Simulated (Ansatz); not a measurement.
# TiAl (Pm-3m): following an unstable mode

Which phase does TiAl (Pm-3m) fall into along its unstable mode, and how much energy does it gain?

Program: Ansatz 0.2.0. Level of theory: DFT PBEsol, scalar-relativistic, plane waves, PAW; PAW set soft_1. Results are calculated unless marked as measured.

Report form: the programs' logs are mostly left out.

The database entry behind the starting cell lists a temperature of 1381 K, so it need not match the best structure at ambient conditions.

## (1) Set-up

It takes space group Pm-3m (No. 221, cubic). Conventional cell: a = 3.156 Å, b = 3.156 Å, c = 3.156 Å, α = 90.00°, β = 90.00°, γ = 90.00°. Nearest to Ti lie 8 Al at 2.73 Å. Nearest to Al lie 8 Ti at 2.73 Å. Farther neighbours are not listed.

## (2) Phonons on a q mesh

The cell comes from relaxations at this level that are not shown. Stability and thermal properties need the whole zone. Linear response on a 4×4×4 q mesh gives force constants as far as a supercell of that size would.

Contents of input.yaml:

```yaml
crystal:
  lattice:
    - [3.1556724881, 0.0, 0.0]
    - [0.0, 3.1556724881, 0.0]
    - [0.0, 0.0, 3.1556724881]
  atoms:
    - { symbol: Ti, position: [0.5, 0.5, 0.5] }
    - { symbol: Al, position: [0.0, 0.0, 0.0] }
kpoints:
  mp_grid: { grid: [16, 16, 16] }
hamiltonian:
  xc: pbesol
  pseudopotentials: { kind: paw, azcp: { folder: soft_1 }, xc_functional: pbe }
scf:
  occupations: { method: methfessel_paxton, width: 0.2 }
output:
  eigenvalues: true
phonons:
  method: dfpt
  qmesh: [4, 4, 4]
  temperatures: { t_max: 1000, t_step: 50 }
  qpath:
    path:
      - [[0.0, 0.0, 0.0], [0.0, 0.5, 0.0], [0.5, 0.5, 0.0], [0.0, 0.0, 0.0], [0.5, 0.5, 0.5], [0.0, 0.5, 0.0]]
      - [[0.5, 0.5, 0.5], [0.5, 0.5, 0.0]]
    npoints: 10
```

The run is started by

```console
> ansatz run input.yaml --threads 4 --pin off --max-ram 10240MiB --backend cpu --events-out ev --progress --plain --runs-dir out
```

The job ended after 5.4 min (4 threads of Arm Neoverse V1, shared host; peak memory 2.3 GiB).

This step gave:

| Property | Result |
| --- | --- |
| volume per atom | 15.71 Å³ |
| gap on the k-mesh | 0 eV |
| sum-rule residual before enforcement | 1.05e-4 eV/Å² |
| lowest frequency on the path | -123.4 cm⁻¹ |
| point group | m-3m |
| highest frequency on the path or at a solved wavevector | 345.7 cm⁻¹ |
| highest optical mode at the zone centre (no LO-TO term) | 323.0 cm⁻¹ |
| lowest optical zone-centre mode | 323.0 cm⁻¹ |
| lowest mode on the q mesh (acoustic modes at Γ apart) | -123.4 cm⁻¹ |

Frequencies (cm⁻¹) solved at each irreducible wavevector; negative means imaginary. Frequencies by wavevector, by row:

```
q in reciprocal lattice units  star  mode 1  mode 2  mode 3  mode 4  mode 5  mode 6
                        0 0 0     1       0       0       0     323     323     323
                     0 0 0.25     6     112     112   127.4     305   305.6   305.6
                     0 0 -0.5     3   206.3   206.3   212.3   259.6   264.7   264.7
                  0 0.25 0.25    12   -73.3   150.6   214.7   268.1   298.2     341
                  0 0.25 -0.5    12    70.7   107.3   210.9   272.6   322.4   325.2
                  0 -0.5 -0.5     3  -123.4  -123.4     216   284.5   343.1   343.1
               0.25 0.25 0.25     8   105.8   105.8   186.9   299.9     316     316
               0.25 0.25 -0.5    12   111.3   112.5   212.2   263.8   320.9   330.2
               0.25 -0.5 -0.5     6    64.9    64.9     223   261.7   314.9   314.9
               -0.5 -0.5 -0.5     1   193.8   193.8   193.8   239.5   239.5   239.5
```

Interpolated from a 4×4×4 q mesh. The phonon branches at the labelled points (cm⁻¹):

```
    point  branch 1  branch 2  branch 3  branch 4  branch 5  branch 6
        Γ         0         0         0       323       323       323
  halfway       112       112       127       305       306       306
        X       206       206       212       260       265       265
  halfway        71       107       211       273       322       325
        M      -123      -123       216       284       343       343
  halfway       -73       151       215       268       298       341
        Γ         0         0         0       323       323       323
  halfway       106       106       187       300       316       316
        R       194       194       194       240       240       240
  halfway       111       112       212       264       321       330
        X       206       206       212       260       265       265
jump to R       194       194       194       240       240       240
  halfway        65        65       223       262       315       315
        M      -123      -123       216       284       343       343
```

Symmetry leaves 10 wavevectors to solve. The lowest mode among them, the acoustic zeros apart, lies at q = (0, -0.5, -0.5) and is imaginary, 123.4i cm⁻¹, so the energy falls along it.

## (3) The mode frozen in, largest atomic shift 0 Å

The mode followed lies at q = (0, -0.5, -0.5) with frequency 123.4i cm⁻¹ and is 2-fold degenerate, the softest among the wavevectors solved. At small amplitude the distorted cell has space group no. 51 by a symmetry search on the positions. The undistorted cell that holds it gives the zero of energy on the same k mesh.

System of this step: TiAl. Symmetry: Pm-3m, No. 221, cubic system. The conventional cell has a = 3.156 Å, b = 3.156 Å, c = 3.156 Å, α = 90.00°, β = 90.00°, γ = 90.00°. Ti has 8 Al at 2.73 Å nearest. Nearest to Al lie 8 Ti at 2.73 Å. Farther neighbours are not listed.

input.yaml, the sections that differ from step 2:

```yaml
crystal:
  lattice:
    - [-3.1556724881, 0.0, 0.0]
    - [0.0, -3.1556724881, -3.1556724881]
    - [0.0, -3.1556724881, 3.1556724881]
  atoms:
    - { symbol: Ti, position: [0.5, 0.0, 0.5] }
    - { symbol: Ti, position: [0.5, 0.5, 0.0] }
    - { symbol: Al, position: [0.0, 1.0, 0.0] }
    - { symbol: Al, position: [0.0, 0.5, 0.5] }
kpoints:
  mp_grid: { grid: [14, 10, 10] }
output:
  forces: true
  stress: true
  eigenvalues: true
# hamiltonian, scf: as in step 2
# phonons: removed
```

Wall time 2.9 s (4 threads); peak memory 0.45 GiB; 11 s of CPU time.

This step gave:

| Item | Value |
| --- | --- |
| pressure | -0.01942 GPa |
| energy from the undistorted cell | 0 meV/atom |

The run ends at a pressure of -0.02 GPa.

## (4) The mode frozen in, largest atomic shift 0.22 Å

The atoms are moved along the unstable eigenvector, the largest shift by 0.22 Å, with the cell fixed.

input.yaml, the sections that differ from step 3:

```yaml
crystal:
  lattice:
    - [-3.1556724881, 0.0, 0.0]
    - [0.0, -3.1556724881, -3.1556724881]
    - [0.0, -3.1556724881, 3.1556724881]
  atoms:
    - { symbol: Ti, position: [0.5, -0.049119414, 0.5] }
    - { symbol: Ti, position: [0.5, 0.549119414, 0.0] }
    - { symbol: Al, position: [0.0, 1.0492964629, 0.0] }
    - { symbol: Al, position: [0.0, 0.4507035371, 0.5] }
# kpoints, hamiltonian, scf, output: as in step 3
```

Run time: 6.1 s. Hardware: 4 threads; peak memory 0.55 GiB.

Numbers from this step:

* pressure: 0.8048 GPa
* energy from the undistorted cell: -19.42 meV/atom

The energy, extrapolated to zero smearing, is -19.42 meV/atom against the undistorted cell.

The run ends at a pressure of 0.80 GPa, with forces up to 0.21 eV/Å.

## (5) Energy along the mode, all amplitudes (two of the runs are shown above)

An imaginary frequency means negative curvature, so the energy should fall and then rise again as anharmonic terms take over.

Numbers from this step:

```
depth at the lowest point sampled  : 19.42 meV/atom
largest atomic shift at that point : 0.22 Å
```

The energy from the parent by largest atomic shift:

```
largest atomic shift (Å)  energy from the parent (meV/atom)
                   0.000                                  0
                   0.040                              -1.50
                   0.080                              -5.23
                   0.140                              -12.5
                   0.220                              -19.4
                   0.320                              -12.6
                   0.450                               35.9
```

Displacement at unit largest shift by atom:

```
atom  x (Å)   y (Å)   z (Å)   size
 Ti1  0.000   0.705   0.705  0.997
 Ti2  0.000  -0.705  -0.705  0.997
 Al3  0.000  -0.707  -0.707  1.000
 Al4  0.000   0.707   0.707  1.000
```

The lowest of the steps tried is at 0.22 Å, 19.4 meV/atom below the parent; the bottom of the well need not coincide with a step.

## (6) Relaxing from the distorted cell

Starting from the lowest point found, all atoms and the cell are let go, so that strain and other modes of the same symmetry can join in.

input.yaml, as its differences from that of step 4:

```diff
@@ -21 +21,6 @@
   eigenvalues: true
+relax:
+  adjacent_minimum: "off"
+  f_tol: 0.002
+  max_steps: 120
+  cell: { stress_tol: 0.03 }
```

Run time: 60 s. Hardware: 4 threads; peak memory 0.6 GiB.

Relaxation path:

```
step  energy less that of the first step (eV)  largest force component (eV/Å)  pressure (GPa)  volume (Å³)
   1                                   0.0000                          0.1501            0.80        62.85
   2                                  -0.1615                          0.2473            0.18        62.91
   3                                  -0.2958                          0.1621            2.20        61.88
   4                                  -0.3013                          0.1224           -1.50        63.87
   5                                  -0.3123                          0.0684           -0.07        63.09
   6                                  -0.3141                          0.0060            0.06        63.01
   7                                  -0.3141                          0.0000           -0.01        63.04
   8                                  -0.3141                          0.0000            0.00        63.04
  9*                                  -0.3151                          0.0002            0.04        63.04
  10                                  -0.3151                          0.0001            0.00        63.06
 11*                                  -0.3151                          0.0001            0.00        63.06
```

Relaxation steps marked * repeat the geometry before them on a plane-wave basis chosen anew for their cell, so energy and pressure can jump there.

The run keeps the 8 symmetry operations that it works with, so distortions that break them were not tested.

```
     cell as run  before  after   change
           a (Å)   3.156  2.837  -10.1 %
           b (Å)   4.463  4.851   +8.7 %
           c (Å)   4.463  4.581   +2.6 %
volume (Å³/atom)   15.71  15.76   +0.3 %
```

The atoms that moved most (Å, as changes of fractional coordinates times the final cell):

```
atom     dx      dy      dz  length
 Ti1  0.000   0.141   0.141   0.199
 Ti2  0.000  -0.141  -0.141   0.199
 Al3  0.000  -0.136  -0.136   0.192
 Al4  0.000   0.136   0.136   0.192
```

The relaxed structure:

```cif
data_structure
_symmetry_space_group_name_H-M 'P 1'
_symmetry_Int_Tables_number 1
_cell_length_a 2.8375
_cell_length_b 4.8510
_cell_length_c 4.5810
_cell_angle_alpha 90.000
_cell_angle_beta 90.000
_cell_angle_gamma 90.000
_cell_volume 63.06
loop_
_atom_site_label
_atom_site_type_symbol
_atom_site_fract_x
_atom_site_fract_y
_atom_site_fract_z
_atom_site_occupancy
Ti1 Ti 0.50000 0.90980 0.50000 1
Ti2 Ti 0.50000 0.59020 0.00000 1
Al3 Al 0.00000 0.08881 0.00000 1
Al4 Al 0.00000 0.41119 0.50000 1
```

This step gave:

- pressure: 9.59e-4 GPa
- volume per atom: 15.76 Å³

The distorted start has space group Pmma; the relaxation ends in Pmma.

## (7) The new phase in its own primitive cell

The relaxed structure is symmetrised, reduced to its primitive cell and relaxed tightly, as its phonons need.

input.yaml, the sections that differ from step 6:

```yaml
crystal:
  lattice:
    - [4.5810434527, 0.0, 0.0]
    - [0.0, 2.837465867, 0.0]
    - [0.0, 0.0, 4.8509633243]
  atoms:
    - { symbol: Ti, position: [0.25, 0.5, 0.6598039068] }
    - { symbol: Ti, position: [0.75, 0.5, 0.3401960932] }
    - { symbol: Al, position: [0.75, 0.0, 0.838806853] }
    - { symbol: Al, position: [0.25, 0.0, 0.161193147] }
kpoints:
  mp_grid: { grid: [10, 14, 10] }
relax:
  adjacent_minimum: "off"
  f_tol: 0.001
  max_steps: 60
  cell: { stress_tol: 0.01 }
# hamiltonian, scf, output: as in step 6
```

Wall time 12 s (4 threads); peak memory 0.59 GiB; 47 s of CPU time.

Little changed from the start: no atom moved by 0.005 Å and no cell edge by 0.1 %.

The largest force component left is 0.19 meV/Å and the pressure is 0.001 GPa, within the tolerances set. The cell now holds 15.76 Å³/atom.

## (8) Modes of the new phase, k-mesh 10×14×10

A relaxed structure may still be a saddle point, so its zone-centre modes are computed. No field response is asked, since the mesh shows no gap.

input.yaml, as its differences from that of step 7:

```diff
@@ -18,9 +18,4 @@
 output:
-  forces: true
-  stress: true
   eigenvalues: true
-relax:
-  adjacent_minimum: "off"
-  f_tol: 0.001
-  max_steps: 60
-  cell: { stress_tol: 0.01 }
+phonons:
+  method: dfpt
```

Wall time 62 s (4 threads); peak memory 1.5 GiB.

This step gave:

```
sum-rule residual before enforcement                    : 1.93e-5 eV/Å²
point group                                             : mmm
highest optical mode at the zone centre (no LO-TO term) : 325.0 cm⁻¹
lowest optical zone-centre mode                         : 145.3 cm⁻¹
```

Patterns of degenerate modes are one choice out of their space. Modes at Γ, with each element's share of the kinetic energy:

```
mode  frequency (cm⁻¹)  symmetry  Ti %  Al %
   1               0.0  acoustic    64    36
   2               0.0  acoustic    64    36
   3               0.0  acoustic    64    36
   4             145.3       B3g    97     3
   5             162.1        Ag    83    17
   6             187.2       B2g    71    29
   7             228.9       B3g     3    97
   8             264.2       B3u    36    64
   9             273.5       B2u    36    64
  10             315.8       B2g    29    71
  11             320.1        Ag    17    83
  12             325.0       B1u    36    64
```

Displacements in mode 4 (145.3 cm⁻¹), the largest set to 1:
```
Ti1  0.00 -1.00  0.00
Ti2  0.00  1.00  0.00
Al3  0.00  0.24  0.00
Al4  0.00 -0.24  0.00
```

Displacements in mode 9 (273.5 cm⁻¹), the largest set to 1:
```
Ti1  0.00 -0.56  0.00
Ti2  0.00 -0.56  0.00
Al3  0.00  1.00  0.00
Al4  0.00  1.00  0.00
```

Before it was imposed, the acoustic sum rule was missed by 1.9e-5 eV/Å². Small misses are needed for a sound result but don't prove that mesh and cutoff are converged. The lowest optical mode is real, 145 cm⁻¹.

## (9) Outcome

* unstable mode of the parent: q = (0, -0.5, -0.5), 123i cm⁻¹
* depth at the lowest point sampled: 19.4 meV/atom
* largest atomic shift at that point: 0.22 Å
* space group reached (within 0.01 Å): Pmma
* energy gained over the parent (first relaxation, on the mesh of the frozen mode): 99.3 meV/atom
* volume per atom, phase reached: 15.8 Å³
* lowest optical zone-centre mode, phase reached: 145 cm⁻¹
* highest optical mode at the zone centre (no LO-TO term), phase reached: 325 cm⁻¹

Along this mode the structure falls into Pmma, 99.3 meV/atom below the parent. At the parent's cell the well is 19.42 meV/atom deep on the steps tried, with its lowest point at a shift of 0.22 Å. Relaxing atoms and cell changes the gain by +79.84 meV/atom against the lowest step (energies at zero smearing). Most of the total comes from this relaxation. The new phase has no imaginary mode at the zone centre of its cell; other wavevectors were not checked. Of the 4 patterns followed to their end from this parent, this one ends 41.3 meV/atom above the lowest, P4/mmm. Each path keeps the symmetry of its pattern, so a lower phase may lie along a pattern not tried. With no gap, or one that is small against the smearing, the frequencies hang on the k mesh and the smearing, most of all near Kohn anomalies. The phonon runs are without spin polarisation, although the cell has an odd electron count. The PAW files were made for PBE and serve the other functionals too.

[Logs are printed without paths, hosts, clocks, repeated set-up lines and the standing remarks that a program may print on its own settings, such as how far it seeks lower states.]

[Hosts, paths, dates, database ids (printed as entryN), source tags and the programs' standing remarks are cut or masked in the printed files.]
